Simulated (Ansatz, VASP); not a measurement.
MgO in VASP and in Ansatz

Contents of POSCAR:

```
MgO
1.0
    0.0000000000      2.1351500000      2.1351500000
    2.1351500000      0.0000000000      2.1351500000
    2.1351500000      2.1351500000      0.0000000000
Mg O
1 1
Direct
    0.0292719481     -0.0292719481      0.0292719481
    0.5000000000      0.5000000000      0.5000000000
```

Contents of INCAR.step1:

```
PREC     = Accurate       # precision mode
ENCUT    = 520            # plane-wave cutoff, eV
ISMEAR   = 0              # smearing method
SIGMA    = 0.05           # smearing width, eV
LREAL    = F              # projectors in reciprocal space
LASPH    = T              # aspherical terms in the spheres
NELM     = 80             # most SCF steps
NBANDS   = 11             # bands
GGA      = PE             # functional
ALGO     = Normal         # electronic algorithm
EDIFF    = 1E-4           # SCF threshold, eV
LWAVE    = T              # write WAVECAR
LCHARG   = F              # write CHGCAR
```

INCAR.step2

```
PREC     = Accurate       # precision mode
ENCUT    = 520            # plane-wave cutoff, eV
EDIFF    = 1E-6           # SCF threshold, eV
ISMEAR   = 0              # smearing method
SIGMA    = 0.05           # smearing width, eV
LREAL    = F              # projectors in reciprocal space
LASPH    = T              # aspherical terms in the spheres
NELM     = 80             # most SCF steps
ALGO     = Normal         # electronic algorithm
ISIF     = 2              # what is computed and relaxed
LWAVE    = F              # write WAVECAR
LCHARG   = T              # write CHGCAR
METAGGA  = R2SCAN         # meta-GGA
LMIXTAU  = T            
LELF     = T              # ELF
LVHAR    = T            
NBANDS   = 11             # bands
ISTART   = 1
```

Contents of KPOINTS:

```
regular mesh
0
Gamma
  10 10 10
```

Input for Ansatz:

```yaml
crystal:
  lattice:
    - [0.0, 2.13515, 2.13515]
    - [2.13515, 0.0, 2.13515]
    - [2.13515, 2.13515, 0.0]
  atoms:
    - { symbol: Mg, position: [0.0292719481, -0.0292719481, 0.0292719481] }
    - { symbol: O, position: [0.5, 0.5, 0.5] }
basis:
  ecutwfc: 500
kpoints:
  mp_grid: { grid: [10, 10, 10] }
hamiltonian:
  xc: r2scan
scf:
  occupations: { method: gaussian, width: 0.05 }
output:
  forces: true
  stress: true
  eigenvalues: true
```

Change from the starting cell: all Mg atoms moved +0.125 Å, as atom 1 along Cartesian [0 1 0].

Alike in both runs: task single point; functional r2SCAN; k mesh 10 × 10 × 10; occupations gaussian, width 0.05 eV; no spin polarisation.

|  | VASP | Ansatz |
| --- | --- | --- |
| version | VASP 6.6.1 | Ansatz 0.2.0 |
| potentials or method | VASP PAW PBE potentials, release 64 (Mg, O) | scalar-relativistic, plane waves, PAW |
| plane-wave cutoff (eV) | 520 | 500 |
| valence electrons in the cell | 8 | 16 |

VASP gave:

```
gap on the k mesh at the Fermi level (eV)       : 5.19
least direct gap on the mesh (eV)               : 5.19
pressure (GPa)                                  : -6.8
largest component of the traceless stress (GPa) : 3.30
rms of the force components (eV/Å)              : 0.364
```

Problem. Estimate Ansatz's values.

Solution. gap on the k mesh at the Fermi level (eV): 5.22; least direct gap on the mesh (eV): 5.22; pressure (GPa): -5.7; largest component of the traceless stress (GPa): 3.24; rms of the force components (eV/Å): 0.361.

Atom by atom the forces differ by 0.003 eV/Å (rms over components). The two sets of potentials don't hold the same shells in valence.

Caveats: the PAW data sets were made with another functional, which shifts forces and pressure a little (VASP).
